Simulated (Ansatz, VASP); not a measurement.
# BAs: VASP beside Ansatz

INCAR

```
PREC     = Accurate       # precision mode
ENCUT    = 520            # plane-wave cutoff, eV
EDIFF    = 1E-7           # SCF threshold, eV
ISMEAR   = -1             # smearing method
SIGMA    = 0.05           # smearing width, eV
LREAL    = False          # projectors in reciprocal space
LASPH    = True           # aspherical terms in the spheres
NELM     = 150            # most SCF steps
ALGO     = Normal         # electronic algorithm
ISIF     = 2              # what is computed and relaxed
LWAVE    = False          # write WAVECAR
LCHARG   = False          # write CHGCAR
LNONCOLLINEAR= True           # non-collinear magnetism
MAGMOM   = 0 0 0 0 0 0    # initial moments
LORBIT   = 11             # projections on sites
LSORBIT  = True           # spin-orbit coupling
GGA_COMPAT= False        
LORBMOM  = True         
GGA      = CA             # functional
NBANDS   = 20             # bands
```

The input KPOINTS:

```
Automatic mesh
0
Gamma
  7 7 7
```

File POSCAR:

```
BAs
1.0
    0.0000000000      2.3885000000      2.3885000000
    2.3885000000      0.0000000000      2.3885000000
    2.3885000000      2.3885000000      0.0000000000
As B
1 1
Direct
    0.7500000000      0.7500000000      0.7500000000
    0.0000000000      0.0000000000      0.0000000000
```

The input input.yaml:

```yaml
crystal:
  lattice:
    - [0.0, 2.3885, 2.3885]
    - [2.3885, 0.0, 2.3885]
    - [2.3885, 2.3885, 0.0]
  atoms:
    - { symbol: As, position: [0.75, 0.75, 0.75] }
    - { symbol: B, position: [0.0, 0.0, 0.0] }
kpoints:
  mp_grid: { grid: [7, 7, 7] }
  band_path:
    path:
      - [0.0, 0.0, 0.0]
      - [0.5, 0.0, 0.5]
      - [0.5, 0.25, 0.75]
      - [0.375, 0.375, 0.75]
      - [0.0, 0.0, 0.0]
      - [0.5, 0.5, 0.5]
      - [0.625, 0.25, 0.625]
      - [0.5, 0.25, 0.75]
    npoints: 12
scf:
  occupations: { method: fermi_dirac, width: 0.05 }
hamiltonian:
  xc: lda
  pseudopotentials: { kind: all_electron, lapw: { basis_error: 0.001 } }
magnetization:
  noncollinear: true
  spin_orbit: true
output:
  forces: true
  stress: true
  eigenvalues: true
```

Alike in both runs: functional LDA; k mesh 7 × 7 × 7; occupations fermi-dirac, width 0.05 eV; non-collinear spin, spin-orbit coupling.

|  | VASP | Ansatz |
| --- | --- | --- |
| version | VASP 6.6.1 | Ansatz 0.2.0 |
| potentials or method | VASP PAW LDA potentials, release 64 (As, B) | all-electron LAPW, relativistic spinors |
| plane-wave cutoff (eV) | 520 | see its input |
| task | single point | band structure |

Ansatz gave:

* gap on the k mesh at the Fermi level (eV): 1.08
* least direct gap on the mesh (eV): 3.04
* pressure (GPa): -3.9
* net moment per atom (μB): 0.00

Question: What did VASP give for the same quantities?

Answer: gap on the k mesh at the Fermi level (eV): 1.07; least direct gap on the mesh (eV): 3.04; pressure (GPa): -3.1; net moment per atom (μB): 0.00.

Ansatz ran all-electron here, so the differences hold the error of VASP's frozen core and of both bases.
